Q: I have energy levels of bcc titanium at several electron wavelengths and directions, and the results at the last point are blank. Can you work them out by reasoning?

A: Yes, though with more confidence for some levels than for others. A useful scale to remember is that the deep 3p levels shift by tenths of an eV from point to point, while d levels can shift by an eV or more. The difference reflects how strongly each orbital overlaps with its neighbours. The table comes from a density-functional calculation without spin polarisation, and energies are counted from the Fermi energy. "Level under 1" is the first level below it, "level over 1" the first above it, and so on.

Energy levels of bcc titanium relative to the Fermi energy, from DFTK 0.8.2 with the TASK functional and no spin polarisation or spin-orbit coupling. The calculation used scalar-relativistic norm-conserving r2SCAN pseudopotentials (12 valence electrons), a plane-wave cutoff of 1142.88 eV, an 11×11×11 k mesh and Fermi-Dirac smearing of 0.05 eV.

```
point a (reciprocal cell vector)  point b (reciprocal cell vector)  point c (reciprocal cell vector)  level under 4 (eV)  level under 3 (eV)  level under 2 (eV)  level under 1 (eV)  level over 1 (eV)  level over 2 (eV)
                          0.0000                            0.0000                            0.0000              -35.39              -35.39              -35.39              -6.925              1.272              1.272
                          0.1818                            0.0000                            0.0000              -35.60              -35.45              -35.40              -5.750              0.783              0.918
                          0.2727                            0.0000                            0.0000              -35.80              -35.51              -35.40              -4.508              0.357              0.416
                          0.1818                            0.1818                            0.1818              -35.58               -1.69               -0.61              -0.611              3.250              3.250
                         -0.2727                            0.2727                            0.2727              -35.65              -35.65               -2.86              -0.395              1.661              1.661
                         -0.3636                            0.3636                            0.3636              -35.77              -35.77               -2.13              -1.654              2.659              2.659
                         -0.4545                            0.4545                            0.4545                   ?                   ?                   ?                   ?                  ?                  ?
```

Q: Which rows help with the last one?

A: The first, fifth and sixth. The first is Γ, where the electron wave has the same phase in every cell. The fifth, sixth and last rows lie on the straight line from Γ to H, where the wave has opposite signs on the corner and centre atoms of the bcc cube. The fraction of the way to H is t = 2 × |point b|, so the last row has t = 0.91.

Q: What are the levels on that line?

A: The columns count levels and do not follow one orbital, so they have to be sorted first. The levels near −35 eV are 3p. Between the fifth and sixth rows one filled valence level falls from −0.395 to −1.654 eV, while the other rises from −2.86 to −2.13 eV. Above the Fermi energy a degenerate pair climbs. The names are argued from symmetry and the usual order of bcc bands, since no orbital weights were printed: with z along the line, the pair is d(xz,yz), the falling level is d(x²−y²), and the rising one starts s-like and turns into d(z²).

Q: Why should one d level fall while others climb?

A: Each atom has eight nearest neighbours, and on the way to H their phase relative to the central atom reverses. For d(xz,yz), equal phases bond, so the reversal raises the energy. For d(x²−y²) and for 3p, equal phases set lobes of opposite sign against each other, so the reversal lowers it. This is standard tight-binding theory, and the directions in the table agree with it.

Q: Can that be turned into numbers?

A: Adding up the neighbours' phases gives

E(t) = c₀ + c₁ cos(πt) + c₂ cos(2πt)

Here c₀ is an average energy, c₁ comes from the nearest neighbours and c₂ from the next ones, a full cube edge away, though a c₂ fitted to computed levels also takes up any mixing with other orbitals. For d(x²−y²) the next neighbours along the line overlap only weakly, and those to the sides add only to c₀, so I drop c₂. The fifth and sixth rows then fix the line. Their cosines are −0.142 and −0.655, and the last row has −0.959:

slope = (−1.654 + 0.395) / (−0.655 + 0.142) = 2.45 eV
E = −1.654 + 2.45 × (−0.959 + 0.655) = −2.40 eV

Both known rows were used up in this, so only the last row can test it.

Q: And the other filled level?

A: At H, cubic symmetry makes d(x²−y²) and d(z²) equal in energy. Because H is also a centre of inversion, their separation starts with the square of the distance from H. From the sixth row to the last that distance shrinks to a third, so the separation should shrink to a ninth: 0.476 / 9 = 0.053 eV.

Q: Does one cosine also do for the remaining levels?

A: For 3p it does: a line through the fifth and sixth rows, carried back to Γ, comes within 0.01 eV of the computed level, which is as close as the rounding of the table can show, since that rounding alone allows a few hundredths of an eV after so long an extrapolation. For the empty d pair the same test gives −0.56 eV instead of 1.272 eV, so there the second cosine is needed. I use the full formula for both pairs, with the curve passing exactly through the three known points.

Q: Then please commit yourself.

A: These are my forecasts, with ranges set by judgement:

Level over 1 and level over 2: a degenerate pair at 3.49 ± 0.4 eV.
Level under 1: −2.40 ± 0.3 eV.
Level under 2: −2.45 ± 0.3 eV, which is 0.05 eV lower, with a range of 0 to 0.15 eV for the separation.
Level under 3 and level under 4: a degenerate pair at −35.84 ± 0.05 eV.

The withheld rows as computed:

```
point a (reciprocal cell vector)  point b (reciprocal cell vector)  point c (reciprocal cell vector)  level under 4 (eV)  level under 3 (eV)  level under 2 (eV)  level under 1 (eV)  level over 1 (eV)  level over 2 (eV)
                         -0.4545                            0.4545                            0.4545              -35.84              -35.84               -2.37              -2.344              3.887              3.887
```

Q: How did the filled levels turn out?

A: The 3p forecast agrees to the printed digits. This supports the shape of the curve, not the absolute depth, which may be shifted because the pseudopotentials were made for a different functional. The two valence levels lie less than 0.1 eV above their forecasts, well inside the ranges.

Q: Their separation is only half of what you said.

A: It is 0.026 eV, inside the range but below my value. The table gives only the size of the gap, so that d(z²) is still the lower of the two here is assumed, not shown. The square law holds only close to H, and the known rows already showed a faster closing. From the fifth row to the sixth the separation shrinks about fivefold, where the square law would give less than threefold. I started from the sixth row as if it were close enough, and so came out too high. Spin-orbit coupling, which is left out here, should change this separation very little, because it does not act directly between d(x²−y²) and d(z²). Still, so small a separation should not be taken literally for the real metal: at ordinary pressure pure titanium is bcc only when hot, and the thermal motion of the atoms, also left out, would blur it.

Q: And the empty pair?

A: That is the weak forecast. The pair is degenerate, as expected, but it lies at 3.887 eV, only just inside the range. I had it rising by 0.83 eV from the sixth row, and it rises by 1.23 eV. My curve flattens towards H too early, and a curve drawn exactly through three points gives no warning of that.

Q: What might it have left out?

A: My guess is mixing with empty p levels higher up. Symmetry forbids d and p to mix at Γ and at H but allows it in between, where it would push the d pair down. With a fixed gap to the p levels that push would vary as sin²(πt), which the second cosine already absorbs. But the d pair rises and the p levels are expected to fall towards H, so the gap narrows: the push should be strongest late on the line and be released quickly near H, letting the pair climb faster than the two cosines allow. More distant neighbours, which add a cos(3πt) term, could do the same. Testing this would take the orbital make-up of each level. The output below lists the forecasts beside the computed levels.

Q: Would the same reasoning carry over to vanadium, the next metal along?

A: The phase argument would, because vanadium is bcc too and its d levels follow the same order. It has one more electron per atom to place in similar bands, so its Fermi energy sits higher among them. In that standard picture the two levels that merge at H lie further below the Fermi energy than in titanium.

Numerical output:

```
Separation of the two filled valence levels in row 5, in eV: 2.465
Separation of the two filled valence levels in row 6, in eV: 0.476
Empty d pair at Gamma from first neighbours alone, in eV: -0.5629
Miss of that value (estimate less computed), in eV: -1.835
Miss of the same estimate for the 3p levels at Gamma, in eV: 0.007407
Level d(x2-y2) at Gamma implied by first neighbours alone (not listed in the table), in eV: 2.411
Shift of the d(x2-y2) forecast if its second-neighbour term equalled that of the empty pair, in eV: 0.2418
Forecast for over 1 and over 2 (range plus or minus 0.4 eV), in eV: 3.494
Forecast for under 1 (range plus or minus 0.3 eV), in eV: -2.403
Forecast for under 2 (range plus or minus 0.3 eV), in eV: -2.455
Forecast for the separation of under 1 and under 2 (range 0 to 0.15 eV), in eV: 0.05297
Forecast for under 3 and under 4 (range plus or minus 0.05 eV), in eV: -35.84
Computed levels in eV, withheld row last:
      row  under4  under3  under2  under1  over1  over2
      0.0  -35.39  -35.39  -35.39  -6.925  1.272  1.272
   0.1818   -35.6  -35.45   -35.4   -5.75  0.783  0.918
   0.2727   -35.8  -35.51   -35.4  -4.508  0.357  0.416
   0.1818  -35.58   -1.69   -0.61  -0.611   3.25   3.25
  -0.2727  -35.65  -35.65   -2.86  -0.395  1.661  1.661
  -0.3636  -35.77  -35.77   -2.13  -1.654  2.659  2.659
  -0.4545  -35.84  -35.84   -2.37  -2.344  3.887  3.887
Miss for over 1 (forecast less computed), in eV: -0.3929
Miss for over 2 (forecast less computed), in eV: -0.3929
Miss for under 1 (forecast less computed), in eV: -0.05852
Miss for under 2 (forecast less computed), in eV: -0.08549
Computed separation of under 1 and under 2 in the withheld row, in eV: 0.026
Miss for under 3 (forecast less computed), in eV: -0.00232
Miss for under 4 (forecast less computed), in eV: -0.00232
```
